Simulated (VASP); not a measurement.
# C (Fd-3m) in VASP: notebook

Runs on C. Level: PBE. Tasks: G0W0 quasiparticle levels.

Program: VASP 6.6.1. These are calculated values, not measurements. Logs are shortened: lines on timing, memory, paths and dates and some standing lists are left out, and cuts for length are marked.

**1. The structure**

Symmetry: Fd-3m, No. 227, cubic system. The conventional cell has a = 3.567 Å, b = 3.567 Å, c = 3.567 Å, α = 90.00°, β = 90.00°, γ = 90.00°. C (site symmetry -43m) is surrounded by 4 C at 1.54 Å.

This isn't the form of C at room conditions, which is graphite.

**2. G0W0 quasiparticle levels, PBE**

The input, POSCAR:

```
C
1.0
    0.0000000000      1.7833700000      1.7833700000
    1.7833700000      0.0000000000      1.7833700000
    1.7833700000      1.7833700000      0.0000000000
C
2
Direct
    0.7500000000      0.7500000000      0.7500000000
    0.5000000000      0.5000000000      0.5000000000
```

The input, INCAR.step1:

```
PREC = Accurate ; ENCUT = 450
EDIFF = 1E-8 ; ISMEAR = 0
SIGMA = 0.01 ; LREAL = F
LASPH = T ; NELM = 60
ALGO = Fast ; LWAVE = T
LCHARG = F ; GGA = PE
```

The input, INCAR.step2:

```
PREC = Accurate ; ENCUT = 450
EDIFF = 1E-8 ; ISMEAR = 0
SIGMA = 0.01 ; LREAL = F
LASPH = T ; NELM = 1
ALGO = Exact ; LWAVE = T
LCHARG = F ; GGA = PE
NBANDS = 17 ; LOPTICS = T
ISTART = 1
```

The input, INCAR.step3:

```
PREC = Accurate ; ENCUT = 450
EDIFF = 1E-8 ; ISMEAR = 0
SIGMA = 0.01 ; LREAL = F
LASPH = T ; ALGO = EVGW0
LWAVE = F ; LCHARG = F
GGA = PE ; NELMGW = 1
NBANDS = 17 ; ENCUTGW = 100
NOMEGA = 48 ; PRECFOCK = Fast
ISTART = 1 ; NBANDSGW = 12
```

The input, KPOINTS:

```
regular mesh
0
Gamma
  2 2 2
```

Potentials or basis: VASP PAW PBE potentials, release 64 (C_GW).

Run with:

```sh
cat potpaw_PBE.64/C_GW/POTCAR > POTCAR
cp INCAR.step1 INCAR
mpirun -np 1 vasp_std > vasp.out
cp INCAR.step2 INCAR
mpirun -np 1 vasp_std > vasp.out
cp INCAR.step3 INCAR
mpirun -np 1 vasp_std > vasp.out
```

OUTCAR:

```text
PREC = Accurate
   ENCUT = 450
   EDIFF = 1E-8
   ISMEAR = 0
   LREAL = F
   LASPH = T
   GGA = PE
   NELMGW = 1
   ENCUTGW = 100
   PRECFOCK = Fast
   ISTART = 1

 Found      3 irreducible k-points:

 Following reciprocal coordinates:
            Coordinates               Weight
  0.000000  0.000000  0.000000      1.000000
  0.500000  0.000000  0.000000      4.000000
  0.500000  0.500000  0.000000      3.000000
   k-points           NKPTS =      3   k-points in BZ     NKDIM =      8   number of bands    NBANDS=     17
   number of dos      NEDOS =    301   number of ions     NIONS =      2
   total plane-waves  NPLWV =   5832
   dimension x,y,z NGX =    18 NGY =   18 NGZ =   18
   dimension x,y,z NGXF=    36 NGYF=   36 NGZF=   36
   ions per type =               2
   NGX,Y,Z   is equivalent  to a cutoff of  11.86, 11.86, 11.86 a.u.
   NGXF,Y,Z  is equivalent  to a cutoff of  23.73, 23.73, 23.73 a.u.
 SYSTEM =  unknown system
   PREC   = accura    normal or accurate (medium, high low for compatibility)
   ISTART =      1    job   : 0-new  1-cont  2-samecut
   ICHARG =      0    charge: 1-file 2-atom 10-const
   ISPIN  =      1    spin polarized calculation?
   LNONCOLLINEAR =      F non collinear calculations
   LSORBIT =      F    spin-orbit coupling
   LASPH  =      T    aspherical Exc in radial PAW
   ENCUT  =  450.0 eV  33.07 Ry    5.75 a.u.   4.36  4.36  4.36*2*pi/ulx,y,z
   NELM   =     60;   NELMIN=  2; NELMDL=  0     # of ELM steps
   EDIFF  = 0.1E-07   stopping-criterion for ELM
   LREAL  =      F    real-space projection
   EDIFFG = 0.1E-06   stopping-criterion for IOM
   NSW    =      0    number of steps for IOM
   IBRION =     -1    ionic relax: 0-MD 1-quasi-New 2-CG
   NFREE  =      0    steps in history (QN), initial steepest desc. (CG)
   ISIF   =      0    stress and relaxation
   ISYM   =      3    0-nonsym 1-usesym 2-fastsym
   POTIM  = 0.5000    time-step for ionic-motion
   TEBEG  =    0.0;   TEEND  =   0.0 temperature during run
   PSTRESS=    0.0 pullay stress
   NELECT =       8.0000    total number of electrons
   NUPDOWN=      -1.0000    fix difference up-down
   EMIN   =  10.00;   EMAX   =-10.00  energy-range for DOS
   EFERMI =   0.00;   METHOD = LEGACY
   ISMEAR =     0;   SIGMA  =   0.01  broadening in eV -4-tet -1-fermi 0-gaus
   EFERMI_NEDOS =   21; number of points for ismear=-14 and -15
   IALGO  =     38    algorithm
   IMIX   =      4    mixing-type and parameters
     AMIX     =   0.40;   BMIX     =  1.00
     AMIX_MAG =   1.60;   BMIX_MAG =  1.00
  volume/ion in A,a.u.               =       5.67        38.28
  Fermi-wavevector in a.u.,A,eV,Ry     =   1.457203  2.753714 28.891161  2.123440
  Thomas-Fermi vector in A             =   2.574032
   LORBIT       =      0    0 simple, 1 ext, 2 COOP (PROOUT), +10 PAW based schemes
   GGA     = PE    functional components
   LHFCALC =     T    Hartree Fock is set to
   PRECFOCK=fast      Normal, Fast or Accurate (Low or Medium for compatibility)
   ENCUT4O =  -1.0   cutoff for four orbital integrals eV
   NKREDX  =     1    reduce k-point grid by
   NKREDY  =     1    reduce k-point grid by
   NKREDZ  =     1    reduce k-point grid by
   AEXX    =    1.0000 exact exchange contribution
   HFSCREEN=    0.0000 screening length (either q_TF or 0.3 A-1)
   HFSCREENC=   0.0000 screening length for correlation (either q_TF or 0.3 A-1)
   ENCUTFOCK=  -1.0 apply spherical cutoff to Coloumb kernel
   IVDW    =     0    specifies the selected vdW correction
   LEPSILON=     F    determine dielectric tensor
   LRPA    =     F    only Hartree local field effects (RPA)
   LRPAFORCE           =     F    calculate RPA forces
   ENCUTGW             = 100.0    cutoff for response function in eV
   ENCUTGWSOFT         =  80.0    soft cutoff for Coulomb kernel in GW response function in eV
   ENCUTLF             =  -1.0    cutoff for local field effects
   NELMGW              =     1    number of iterations in solving QP/BSE equation
   NELMHF              =     1    number of iterations in the inner HF iteration
   NKREDLFX            =     1    NKREDLFY  =   1   NKREDLFZ  =   1
 non-spin polarized calculation
 Gauss-broadening in eV      SIGMA  =   0.01
  energy-cutoff  :      450.00
  volume of cell :       11.34
 maximum number of plane-waves:       259
 NGX is ok and might be reduce to    18
  NGX = 10; NGY = 10; NGZ = 10
   NGX =  9   NGY =  9   NGZ =  9
 maximum number of plane-waves:        27
 NGX is ok and might be reduce to    10

 QP shifts <psi_nk| G(iteration)W_0 |psi_nk>: iteration 1
 for sc-GW calculations column KS-energies equals QP-energies in previous step
 and V_xc(KS)=  KS-energies - (<T + V_ion + V_H > + <T+V_H+V_ion>^1  + <V_x>^1)

 k-point   1 :       0.0000    0.0000    0.0000
  band No.  KS-energies  QP-energies   sigma(KS)   V_xc(KS)     V^pw_x(r,r')   Z            occupation Imag(sigma)

      1     -11.4764     -12.8365     -16.4937     -14.6968     -25.1125       0.7569       2.0000       1.7939
      2      10.1536      10.3394     -16.6472     -16.8744     -21.2521       0.8178       2.0000       0.1924
      3      10.1536      10.3394     -16.6472     -16.8744     -21.2521       0.8178       2.0000       0.1924
      4      10.1536      10.3394     -16.6472     -16.8744     -21.2521       0.8178       2.0000       0.1924
      5      15.6506      17.2318     -13.5308     -15.4749      -8.0406       0.8133       0.0000      -0.1802
      6      15.6506      17.2318     -13.5308     -15.4749      -8.0406       0.8133       0.0000      -0.1802
      7      15.6506      17.2318     -13.5308     -15.4749      -8.0406       0.8133       0.0000      -0.1802
      8      23.4703      24.9865     -14.3672     -16.3352      -7.0322       0.7704       0.0000      -0.4966
      9      29.2559      29.8105     -10.8984     -11.5902      -4.0346       0.8017       0.0000      -0.5941
     10      36.4138      38.1182     -11.7149     -13.8013      -5.5976       0.8169       0.0000      -0.4762
     11      36.4138      38.1182     -11.7149     -13.8013      -5.5976       0.8169       0.0000      -0.4762
     12      37.3668      38.2866     -10.1262     -11.2303      -2.9699       0.8330       0.0000      -1.1125

 k-point   2 :       0.5000    0.0000    0.0000
  band No.  KS-energies  QP-energies   sigma(KS)   V_xc(KS)     V^pw_x(r,r')   Z            occupation Imag(sigma)

      1      -5.6532      -6.9811     -17.0561     -15.6365     -24.3794       0.9353       2.0000       1.2784
      2      -3.3729      -4.0460     -15.3225     -14.4874     -21.6342       0.8061       2.0000       0.6502
      3       7.3287       7.3444     -16.4467     -16.4661     -21.2843       0.8110       2.0000       0.2119
      4       7.3287       7.3444     -16.4467     -16.4661     -21.2843       0.8110       2.0000       0.2119
      5      18.4991      20.0557     -13.1292     -15.0514      -7.3291       0.8098       0.0000      -0.1943
      6      18.4991      20.0557     -13.1292     -15.0514      -7.3291       0.8098       0.0000      -0.1943
      7      18.9281      20.2018     -13.9991     -15.5989      -7.9418       0.7962       0.0000      -0.2387
      8      25.7388      27.0718     -11.9367     -13.6262      -4.9657       0.7891       0.0000      -0.4578
      9      31.9731      33.4934     -11.8663     -13.7296      -4.8012       0.8159       0.0000      -0.7154
     10      34.2424      35.8735     -12.0146     -14.0806      -4.5466       0.7895       0.0000      -0.8660
     11      35.9077      37.6672     -11.4879     -13.6637      -4.6295       0.8087       0.0000      -0.8120
     12      35.9077      37.6672     -11.4879     -13.6637      -4.6295       0.8087       0.0000      -0.8120

 k-point   3 :       0.5000    0.5000    0.0000
  band No.  KS-energies  QP-energies   sigma(KS)   V_xc(KS)     V^pw_x(r,r')   Z            occupation Imag(sigma)

      1      -2.7160      -3.5545     -16.5516     -15.5231     -23.1161       0.8153       2.0000       0.7559
      2      -2.7160      -3.5545     -16.5516     -15.5231     -23.1161       0.8153       2.0000       0.7559
      3       3.7745       3.5701     -16.0176     -15.7621     -21.2590       0.7998       2.0000       0.2644
      4       3.7745       3.5701     -16.0176     -15.7621     -21.2590       0.7998       2.0000       0.2644
      5      14.7148      15.4930     -12.3944     -13.3376      -6.8484       0.8251       0.0000      -0.1806
      6      14.7148      15.4930     -12.3944     -13.3376      -6.8484       0.8251       0.0000      -0.1806
      7      27.0173      29.5238     -14.0307     -17.0467      -6.8163       0.8311       0.0000      -0.7034
      8      27.0173      29.5238     -14.0307     -17.0467      -6.8163       0.8311       0.0000      -0.7034
      9      33.3754      35.3702     -12.7069     -15.1828      -5.2025       0.8057       0.0000      -0.7975
     10      33.3754      35.3702     -12.7069     -15.1828      -5.2025       0.8057       0.0000      -0.7975
     11      42.3157      44.1848     -10.8759     -13.0877      -4.5135       0.8451       0.0000      -0.8705
     12      42.3157      44.1848     -10.8759     -13.0877      -4.5135       0.8451       0.0000      -0.8705
```

Wall time 4 s (1 thread of Intel Xeon Platinum 8259CL at 2.50GHz (Skylake/Cascade Lake), shared host); peak memory 0.11 GiB.

These settings aren't checked as converged: the numbers below hold their error.

Results:

```yaml
Band_gap_on_the_k_mesh_mean-field_level: 4.56 eV, indirect (least direct gap 5.50 eV)
Quasiparticle_gap: 5.15 eV
Least_direct_quasiparticle_gap: 6.89 eV
```

Caveat: the k mesh is coarse (spacing up to 1.53 Å⁻¹), so the values aren't converged; bands, screening cutoff and mesh are small and nothing is extrapolated, so the quasiparticle values aren't converged.

**3. G0W0 quasiparticle levels, PBE**

POSCAR is that of step 2.

INCAR.step1 is that of step 2.

INCAR.step2 is that of step 2.

INCAR.step3 is that of step 2.

The input, KPOINTS:

```
regular mesh
0
Gamma
  3 3 3
```

Potentials or basis: VASP PAW PBE potentials, release 64 (C_GW).

Run with:

```sh
cat potpaw_PBE.64/C_GW/POTCAR > POTCAR
cp INCAR.step1 INCAR
mpirun -np 1 vasp_std > vasp.out
cp INCAR.step2 INCAR
mpirun -np 1 vasp_std > vasp.out
cp INCAR.step3 INCAR
mpirun -np 1 vasp_std > vasp.out
```

OUTCAR:

```text
PREC = Accurate
   ENCUT = 450
   EDIFF = 1E-8
   ISMEAR = 0
   LREAL = F
   LASPH = T
   GGA = PE
   NELMGW = 1
   ENCUTGW = 100
   PRECFOCK = Fast
   ISTART = 1

 Found      4 irreducible k-points:

 Following reciprocal coordinates:
            Coordinates               Weight
  0.000000  0.000000  0.000000      1.000000
  0.333333  0.000000  0.000000      8.000000
  0.333333  0.333333  0.000000      6.000000
 -0.333333  0.333333  0.000000     12.000000
   k-points           NKPTS =      4   k-points in BZ     NKDIM =     27   number of bands    NBANDS=     17
   number of dos      NEDOS =    301   number of ions     NIONS =      2
   total plane-waves  NPLWV =   5832
   dimension x,y,z NGX =    18 NGY =   18 NGZ =   18
   dimension x,y,z NGXF=    36 NGYF=   36 NGZF=   36
   ions per type =               2
   NGX,Y,Z   is equivalent  to a cutoff of  11.86, 11.86, 11.86 a.u.
   NGXF,Y,Z  is equivalent  to a cutoff of  23.73, 23.73, 23.73 a.u.
[... 55 lines left out ...]
   NKREDLFX            =     1    NKREDLFY  =   1   NKREDLFZ  =   1
 non-spin polarized calculation
 Gauss-broadening in eV      SIGMA  =   0.01
  energy-cutoff  :      450.00
  volume of cell :       11.34
 maximum number of plane-waves:       259
 NGX is ok and might be reduce to    18
  NGX = 10; NGY = 10; NGZ = 10
   NGX =  9   NGY =  9   NGZ =  9
 maximum number of plane-waves:        28
 NGX is ok and might be reduce to    10

 QP shifts <psi_nk| G(iteration)W_0 |psi_nk>: iteration 1
 for sc-GW calculations column KS-energies equals QP-energies in previous step
 and V_xc(KS)=  KS-energies - (<T + V_ion + V_H > + <T+V_H+V_ion>^1  + <V_x>^1)

 k-point   1 :       0.0000    0.0000    0.0000
  band No.  KS-energies  QP-energies   sigma(KS)   V_xc(KS)     V^pw_x(r,r')   Z            occupation Imag(sigma)

      1     -11.6473     -12.8494     -16.3624     -14.7556     -25.3472       0.7481       2.0000       1.5714
      2       9.8679      10.0512     -16.5935     -16.8171     -19.9899       0.8193       2.0000       0.1206
      3       9.8679      10.0512     -16.5935     -16.8171     -19.9899       0.8193       2.0000       0.1206
      4       9.8679      10.0512     -16.5935     -16.8171     -19.9899       0.8193       2.0000       0.1206
      5      15.4341      17.1708     -13.3775     -15.5106      -8.7983       0.8142       0.0000      -0.1266
      6      15.4341      17.1708     -13.3775     -15.5106      -8.7983       0.8142       0.0000      -0.1266
      7      15.4341      17.1708     -13.3775     -15.5106      -8.7983       0.8142       0.0000      -0.1266
      8      23.1878      24.9432     -14.1156     -16.3713      -7.5094       0.7782       0.0000      -0.3244
      9      29.1228      29.9693     -10.7401     -11.7768      -4.2105       0.8165       0.0000      -0.4834
     10      36.3294      38.3466     -11.4282     -13.8641      -5.7988       0.8281       0.0000      -0.5598
     11      36.3294      38.3466     -11.4282     -13.8641      -5.7988       0.8281       0.0000      -0.5598
     12      37.3230      38.6184      -9.8609     -11.4342      -3.1747       0.8233       0.0000      -1.0622
[... 36 lines left out ...]
      1      -4.2127      -5.1204     -16.8228     -15.6623     -23.8906       0.7822       2.0000       0.7067
      2      -1.0910      -1.8096     -16.5898     -15.6693     -22.6185       0.7806       2.0000       0.4168
      3       0.4601      -0.1221     -15.4632     -14.7311     -20.4133       0.7952       2.0000       0.2726
      4       5.1713       4.9534     -16.2879     -16.0176     -20.5476       0.8065       2.0000       0.1686
      5      16.1747      17.4339     -12.3070     -13.8332      -7.4417       0.8251       0.0000      -0.1379
      6      22.7827      25.0338     -13.4233     -16.2645      -7.3004       0.7923       0.0000      -0.2844
      7      23.3949      25.4333     -13.2250     -15.8045      -6.9698       0.7902       0.0000      -0.2984
      8      24.8609      26.9811     -13.5575     -16.2715      -6.8366       0.7813       0.0000      -0.3704
      9      26.7823      28.3022     -11.9118     -13.7675      -6.2290       0.8190       0.0000      -0.3010
     10      33.5173      35.2071     -10.8989     -12.9221      -5.2095       0.8352       0.0000      -0.5456
     11      34.6985      36.8710     -12.3839     -15.1757      -4.6899       0.7781       0.0000      -0.8263
     12      43.6201      45.2770     -10.0178     -12.0205      -3.2034       0.8273       0.0000      -1.2779
```

OUTCAR.step1:

```text
PREC = Accurate
   ENCUT = 450
   EDIFF = 1E-8
   ISMEAR = 0
   LREAL = F
   LASPH = T
[... 151 lines left out ...]
 -----------------------------------------------------------------------------------
      2.67505      2.67505      2.67505         0.000000     -0.000000      0.000000
      1.78337      1.78337      1.78337        -0.000000      0.000000     -0.000000
 -----------------------------------------------------------------------------------
    total drift:                                0.000000     -0.000000      0.000000

  FREE ENERGIE OF THE ION-ELECTRON SYSTEM (eV)
  ---------------------------------------------------
  free  energy   TOTEN  =       -17.5945066607 eV

  energy  without entropy=      -17.5945066607  energy(sigma->0) =      -17.59450666
```

Run time: 4.6 s. Hardware: 1 thread of Intel Xeon Platinum 8259CL at 2.50GHz (Skylake/Cascade Lake), shared host; peak memory 0.12 GiB.

The run converged, but some of its settings lie outside the range that counts as converged, so its numbers aren't taken as properties of the crystal.

Results:

- Band gap on the k mesh, mean-field level: 4.11 eV, indirect (least direct gap 5.57 eV)
- Quasiparticle gap: 5.14 eV
- Least direct quasiparticle gap: 7.12 eV

Caveat: the k mesh is coarse (spacing up to 1.02 Å⁻¹), so the values aren't converged; bands, screening cutoff and mesh are small and nothing is extrapolated, so the quasiparticle values aren't converged; an odd mesh through Γ misses points on the zone boundary, where band edges often lie.

(Continued in part 2 of 3.)
